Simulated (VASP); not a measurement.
Wanted: the native input for a VASP 6.6.1 run.

* Task: optical spectrum
* Functional: PBE
* Potentials or basis: VASP PAW PBE potentials, release 64 (Hf_pv, N)
* Cutoff: 520 eV
* k mesh: 20 × 20 × 20
* Occupations: fermi-dirac, width 0.05 eV
* Spin: no spin polarisation
* Further INCAR settings: ALGO = Normal; EDIFF = 1e-07; NBANDS = 40

The structure of HfN lies in POSCAR:

```
HfN
1.0
    0.0000000000      2.2625000000      2.2625000000
    2.2625000000      0.0000000000      2.2625000000
    2.2625000000      2.2625000000      0.0000000000
Hf N
1 1
Direct
    0.0000000000      0.0000000000      0.0000000000
    0.5000000000      0.5000000000      0.5000000000
```

The cell was built by a generator and isn't the measured one.

These files were run (other wordings do the same):

INCAR

```
SYSTEM = HfN
ALGO = Normal
CSHIFT = 0.05
EDIFF = 1E-7
ENCUT = 520
GGA = PE
ISIF = 2
ISMEAR = -1
LASPH = .TRUE.
LCHARG = .FALSE.
LOPTICS = .TRUE.
LREAL = .FALSE.
LWAVE = .FALSE.
NBANDS = 40
NEDOS = 2000
NELM = 80
PREC = Accurate
SIGMA = 0.05
```

KPOINTS

```
k-points
0
G
  20 20 20
  0 0 0
```

Potentials or basis: VASP PAW PBE potentials, release 64 (Hf_pv, N).

Command:

```bash
$ cat potpaw_PBE.64/Hf_pv/POTCAR potpaw_PBE.64/N/POTCAR > POTCAR
$ mpirun -np 1 vasp_std > vasp.out
```

Results of the run:

- Pressure: 1.7 GPa
- Band gap on the k mesh: none (metal or under the smearing width)

Caveat: independent-particle spectra lack excitons; the intraband (Drude) part of a metal's response may be missing.

Wall time 92 s on 1 thread of Intel(R) Xeon(R) Platinum 8488C (Sapphire Rapids), on a shared host, peak memory 0.43 GiB.
